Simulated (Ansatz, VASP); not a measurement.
## BN: VASP beside Ansatz

File INCAR:

```
SYSTEM = BN
  PREC = Accurate
  ENCUT = 600
  EDIFF = 1E-6
  ISMEAR = 0
  SIGMA = 0.02
  LREAL = .FALSE.
  LASPH = .TRUE.
  NELM = 80
  ALGO = Normal
  ISIF = 3
  LWAVE = .FALSE.
  LCHARG = .FALSE.
  GGA = CA
  IBRION = 2
  NSW = 100
  EDIFFG = -0.005
```

KPOINTS

```
regular mesh
0
G
  12 12 12
  0 0 0
```

The input POSCAR:

```
BN
1.0
    0.0000000000      1.7905521938      1.7905521938
    1.7905521938      0.0000000000      1.7905521938
    1.7905521938      1.7905521938      0.0000000000
B N
1 1
Direct
    0.0000000000      0.0000000000      0.0000000000
    0.7500000000      0.7500000000      0.7500000000
```

Input for Ansatz:

```yaml
crystal:
  lattice:
    - [0.0, 1.7905521938, 1.7905521938]
    - [1.7905521938, 0.0, 1.7905521938]
    - [1.7905521938, 1.7905521938, 0.0]
  atoms:
    - { symbol: B, position: [0.0, 0.0, 0.0] }
    - { symbol: "N", position: [0.75, 0.75, 0.75] }
basis:
  ecutwfc: 420
kpoints:
  mp_grid: { grid: [12, 12, 12] }
hamiltonian:
  xc: lda
scf:
  occupations: { method: gaussian, width: 0.02 }
output:
  forces: true
  stress: true
  eigenvalues: true
  write_density: true
  write_potential: true
  elf: true
  volumetric_format: npy
relax:
  adjacent_minimum: "off"
  f_tol: 0.005
  max_steps: 80
  cell: { stress_tol: 0.05 }
```

Alike in both runs: task relaxation of cell and atoms; functional LDA; k mesh 12 × 12 × 12; occupations gaussian, width 0.02 eV; no spin polarisation.

```csv
,VASP,Ansatz
version,VASP 6.6.1,Ansatz 0.2.0
potentials or method,"VASP PAW LDA potentials, release 64 (B, N)","scalar-relativistic, plane waves, PAW"
plane-wave cutoff (eV),600,420
valence electrons in the cell,8,8
```

Ansatz gave:

| Property | Result |
| --- | --- |
| gap on the k mesh at the Fermi level, each at its own relaxed structure (eV) | 4.39 |
| relaxed volume (Å³/atom) | 5.74 |
| relaxed cell length with the largest relative difference (Å) | 2.532 |

Problem. Which values does VASP return?

Solution. gap on the k mesh at the Fermi level, each at its own relaxed structure (eV): 4.38; relaxed volume (Å³/atom): 5.75; relaxed cell length with the largest relative difference (Å): 2.533.

A k mesh can miss the band edges. As with any semilocal functional, this LDA gap is likely too small.
